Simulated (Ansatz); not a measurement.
Write the native input for Ansatz 0.2.0 that does the following.

| Item | Value |
| --- | --- |
| Task | single point |
| Functional | r2SCAN0 form with a typed share of exact exchange |
| Potentials or basis | Ansatz PAW |
| Cutoff | 500 eV (not typed: the program's choice for these potentials) |
| k mesh | 4 × 4 × 3 |
| Occupations | fermi-dirac, width 0.05 eV |
| Spin | no spin polarisation |
| Share of exact exchange | 0.15 |

SnO:

```
Sn O
1.0
     3.81370    0.00000    0.00000
     0.00000    3.81370    0.00000
     0.00000    0.00000    4.88691
Sn O
2 2
Direct
  0.50000 0.00000 0.76463
  0.00000 0.50000 0.23537
  0.00000 0.00000 0.00000
  0.50000 0.50000 0.00000
```

The cell is a database's computed one.

One way to write it, as run:

input.yaml

```yaml
crystal:
  lattice:
    - [3.81369522, 0.0, 0.0]
    - [0.0, 3.81369522, 0.0]
    - [0.0, 0.0, 4.8869133]
  atoms:
    - { symbol: Sn, position: [0.5, 0.0, 0.76462614] }
    - { symbol: Sn, position: [0.0, 0.5, 0.23537386] }
    - { symbol: O, position: [0.0, 0.0, 0.0] }
    - { symbol: O, position: [0.5, 0.5, 0.0] }
hamiltonian:
  xc: { exchange: r2scan, correlation: r2scan, exx: { coeff: 0.15 } }
  pseudopotentials: { kind: paw }
kpoints:
  mp_grid: { grid: [4, 4, 3] }
scf:
  occupations: { method: fermi_dirac, width: 0.05 }
output:
  forces: true
  stress: true
  eigenvalues: true
```

Potentials or basis: Ansatz PAW.

Launch:

```bash
$ ansatz run input.yaml --threads 2 --pin off --max-ram 5632MiB --backend cpu --events-out ev --progress --plain --runs-dir out
```

It gave:

```yaml
Pressure: -2.0 GPa
Largest_force: 0.392 eV/Å
Band_gap_on_the_k_mesh: 0.88 eV, indirect (least direct gap 3.16 eV)
```

Caveat: the k mesh is coarse (spacing up to 0.43 Å⁻¹), so the values aren't converged, least of all with exact exchange; odd divisions of the mesh miss points on the zone boundary, where band edges often lie, so the gap on the mesh can be too wide; spin-orbit coupling is left out, which moves the levels of the heavy elements; the PAW data sets come from PBE, with cores solved anew for the run's functional, which leaves a small shift of forces and pressure; the thresholds are loose for stress.

It took 10 s on 2 threads of AMD EPYC 9R45 96-Core Processor (Zen 5) (shared host), peak memory 1.3 GiB.
